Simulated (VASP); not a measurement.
MgS:

```
CELL_PARAMETERS angstrom
0.00000 2.83312 2.83312
2.83312 0.00000 2.83312
2.83312 2.83312 0.00000
ATOMIC_POSITIONS crystal
S 0.25000 0.25000 0.25000
Mg 0.00000 0.00000 0.00000
```

The cell comes from a database or a generator and needn't be the stable form of this composition.

```yaml
Program: VASP 6.6.1
Task: single point
Functional: PBE
Potentials_or_basis: VASP PAW PBE potentials, release 64 (S, Mg)
Cutoff: 520 eV
k_mesh: 8 × 8 × 8
Occupations: fermi-dirac, width 0.05 eV
Spin: no spin polarisation
```

On this cell: pressure 0.8 GPa; largest force zero by symmetry; band gap on the k mesh 3.45 eV, direct.

The same run follows on a disturbed copy (atoms moved at random, drawn with an rms of 0.05 Å):

```
S Mg
1.0
     0.00000    2.83312    2.83312
     2.83312    0.00000    2.83312
     2.83312    2.83312    0.00000
S Mg
1 1
Direct
  0.25779 0.24666 0.25028
  0.98714 0.01107 0.00340
```

Problem. What does the disturbed cell give?

Solution. The energy moves by +7.8 meV/atom; pressure 0.9 GPa; largest force 0.444 eV/Å; band gap on the k mesh 3.37 eV, direct.

Forces in eV/Å, atoms in the order of the input:
```
S    0.296 -0.296 -0.148
Mg  -0.296  0.296  0.148
```

Stress tensor (GPa, compression positive):
```
 0.90 -0.52 -1.12
-0.52  0.90  1.12
-1.12  1.12  0.98
```

A k mesh can miss the band edges.
